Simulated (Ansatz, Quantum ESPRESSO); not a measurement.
Given: the input of a run of Quantum ESPRESSO 7.5 on RuS2 (Laurite). 

pw.in

```
&CONTROL
  calculation = 'scf'
  prefix = 'pwscf'
  outdir = './tmp'
  pseudo_dir = './pseudo'
  tprnfor = .true.
  tstress = .true.
  disk_io = 'nowf'
/
&SYSTEM
  ibrav = 0
  nat = 12
  ntyp = 2
  ecutwfc = 60
  ecutrho = 440
  nbnd = 72
  occupations = 'smearing'
  smearing = 'fd'
  degauss = 0.00367493
/
&ELECTRONS
  conv_thr = 2.4d-09
  electron_maxstep = 120
  mixing_beta = 0.5
/
ATOMIC_SPECIES
Ru   101.0700 Ru_ONCV_PBE-1.0.oncvpsp.upf
S     32.0600 s_pbe_v1.4.uspp.F.UPF
CELL_PARAMETERS angstrom
   5.6106000000    0.0000000000    0.0000000000
   0.0000000000    5.6106000000    0.0000000000
   0.0000000000    0.0000000000    5.6106000000
ATOMIC_POSITIONS crystal
Ru     0.0000000000    0.5000000000    0.5000000000
Ru     0.5000000000    0.5000000000    0.0000000000
Ru     0.5000000000    0.0000000000    0.5000000000
Ru     0.0000000000    0.0000000000    0.0000000000
S      0.3883100000    0.1116900000    0.8883100000
S      0.1116900000    0.8883100000    0.3883100000
S      0.8883100000    0.3883100000    0.1116900000
S      0.6116900000    0.6116900000    0.6116900000
S      0.6116900000    0.8883100000    0.1116900000
S      0.8883100000    0.1116900000    0.6116900000
S      0.1116900000    0.6116900000    0.8883100000
S      0.3883100000    0.3883100000    0.3883100000
K_POINTS automatic
5 5 5 0 0 0
```

Potentials or basis: SSSP 1.3 efficiency PBE.

Command:

```sh
$ OMP_NUM_THREADS=1 mpirun -n 2 pw.x -nk 2 -in pw.in > pw.out
```

What does the same run look like in Ansatz 0.2.0? Potentials or basis there: Ansatz PAW, cutoff 420 eV.

As run (cutoffs and basis follow the program's own potentials, and thresholds, step limits or extra output files can differ):

The input input.yaml:

```yaml
crystal:
  lattice:
    - [5.6106, 0.0, 0.0]
    - [0.0, 5.6106, 0.0]
    - [0.0, 0.0, 5.6106]
  atoms:
    - { symbol: Ru, position: [0.0, 0.5, 0.5] }
    - { symbol: Ru, position: [0.5, 0.5, 0.0] }
    - { symbol: Ru, position: [0.5, 0.0, 0.5] }
    - { symbol: Ru, position: [0.0, 0.0, 0.0] }
    - { symbol: S, position: [0.38831, 0.11169, 0.88831] }
    - { symbol: S, position: [0.11169, 0.88831, 0.38831] }
    - { symbol: S, position: [0.88831, 0.38831, 0.11169] }
    - { symbol: S, position: [0.61169, 0.61169, 0.61169] }
    - { symbol: S, position: [0.61169, 0.88831, 0.11169] }
    - { symbol: S, position: [0.88831, 0.11169, 0.61169] }
    - { symbol: S, position: [0.11169, 0.61169, 0.88831] }
    - { symbol: S, position: [0.38831, 0.38831, 0.38831] }
hamiltonian:
  xc: pbe
  pseudopotentials: { kind: paw }
kpoints:
  mp_grid: { grid: [5, 5, 5] }
scf:
  occupations: { method: fermi_dirac, width: 0.05 }
output:
  forces: true
  stress: true
  eigenvalues: true
```

Potentials or basis: Ansatz PAW.

Launch:

```console
$ ansatz run input.yaml --threads 4 --pin off --max-ram 11264MiB --backend cpu --events-out ev --progress --plain --runs-dir out
```

Both were run:

|  | Quantum ESPRESSO | Ansatz |
| --- | --- | --- |
| Pressure | 3.6 GPa | 3.7 GPa |
| Largest force | 0.247 eV/Å | 0.258 eV/Å |

Ansatz's pressure holds a Pulay term of +0.04 GPa for its cutoff of 420 eV, which the other run lacks.

Where Ansatz's input types no cutoff or centring, it takes its own default and a Γ-centred mesh.

Pressure is positive in compression.
